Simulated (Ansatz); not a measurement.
**CO2: do energies and stresses tell the same story?**

The calculation used DFT r2SCAN, scalar-relativistic, plane waves, PAW (Ansatz).

Plane waves to 500 eV, a k mesh through Γ of 8×8×8 on the computed 6-atom cell and Gaussian smearing (0.02 eV); no spin polarisation.

Relaxed cell: I-42d, a = 3.909 Å, b = 3.909 Å, c = 5.935 Å, α = 90.00°, β = 90.00°, γ = 90.00°, 6 atoms in the primitive cell. This form isn't the usual stable structure of the compound.

Energies at zero smearing and pressures from the stress tensor, at volumes with shape and atoms relaxed:
| V (Å³/atom) | E − E(first) (meV/atom) | P (GPa) |
| --- | --- | --- |
| 6.651 | 0.00 | 24.96 |
| 6.877 | -29.79 | 17.36 |
| 7.104 | -49.52 | 10.75 |
| 7.331 | -60.56 | 5.03 |
| 7.557 | -64.05 | 0.04 |
| 7.784 | -60.97 | -4.30 |
| 8.011 | -52.13 | -8.10 |
| 8.313 | -32.61 | -12.47 |

**Question.** Check P = −dE/dV between neighbouring volumes, and get the bulk modulus from the pressures alone.

**Answer.** With 1 eV/Å³ = 160.2 GPa:
| middle V (Å³/atom) | −ΔE/ΔV (GPa) | mean P (GPa) |
| --- | --- | --- |
| 6.764 | 21.050 | 21.160 |
| 6.991 | 13.947 | 14.058 |
| 7.217 | 7.801 | 7.890 |
| 7.444 | 2.462 | 2.535 |
| 7.671 | -2.178 | -2.127 |
| 7.898 | -6.243 | -6.199 |
| 8.162 | -10.348 | -10.287 |

The two differ by 0.11 GPa at most. The mean of two end pressures misses the average over a step by about ΔV² P″/12, up to 0.09 GPa here; with that taken off 0.03 GPa remains, from the finite cutoff, the mesh or the relaxation's tolerance. Around V = 7.557 Å³/atom, the two neighbours give B = −V ΔP/ΔV = 7.557 × 9.32 / 0.453 = 155.4 GPa, against B0 = 154.9 GPa from the Birch–Murnaghan fit of the energies.